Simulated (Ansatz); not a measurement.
**115In NMR of the central transition in CdIn₂O₄**

Cell: a Materials Project structure (computed, not necessarily an observed phase), its atoms then relaxed with PBE in this cell.

Space group Fd-3m:1 (No. 227); a = 9.2220 Å.

| site | Wyckoff | site symmetry | x | y | z |
| --- | --- | --- | --- | --- | --- |
| Cd | 8a | -43m | 0.7500 | 0.7500 | 0.2500 |
| In | 16d | .-3m | 0.1250 | 0.3750 | 0.8750 |
| O | 32e | .3m | 0.3624 | 0.3624 | 0.8624 |

One atom of each set is listed; the run and its k-mesh use a cell of 14 atoms with edges of 6.52, 6.52, 6.52 Å.

Method: Kohn–Sham DFT in Ansatz, r2SCAN, plane waves and PAW, scalar-relativistic, 500 eV cutoff, Γ-centred 5×5×5 k-points, Fermi–Dirac smearing 0.02 eV.

115In has I = 9/2 and Q = 772.0 mb (Pyykkö 2018); at 23.5 T its Larmor frequency is ν₀ = 220.6 MHz (from the bare nuclear moment; shielding lowers the observed one by a per cent or two). Only the quadrupole interaction is simulated: positions count from each site's isotropic chemical shift, and shift anisotropy, dipolar and J coupling are left out.

(1) Simulate the second-order pattern (static powder, Gaussian broadening 10 kHz) of site In (6 O at 2.20 Å).

Results:

(1) The calculation gives C_Q = -88.0 MHz and η = 0.00, so ν_Q = 3.67 MHz and the centre of gravity lies at -221 ppm (-48.8 kHz).

```tsv
offset (kHz)	height
-176.7	1
-164.5	83
-152.2	100
-139.9	63
-127.6	51
-115.4	44
-103.1	40
-90.8	38
-78.5	36
-66.2	35
-54.0	33
-41.7	33
-29.4	32
-17.1	32
-4.9	31
7.4	26
19.7	27
32.0	29
44.2	31
56.5	36
68.8	44
81.1	71
93.3	59
105.6	1
```

An axis of threefold or higher order runs through In, so V_zz lies along it and η is zero.

Without spin–orbit coupling (the program notes it for In) the gradients are little affected as a rule: paired runs on crystals with a gap mostly move them by under 2 % at such atoms.
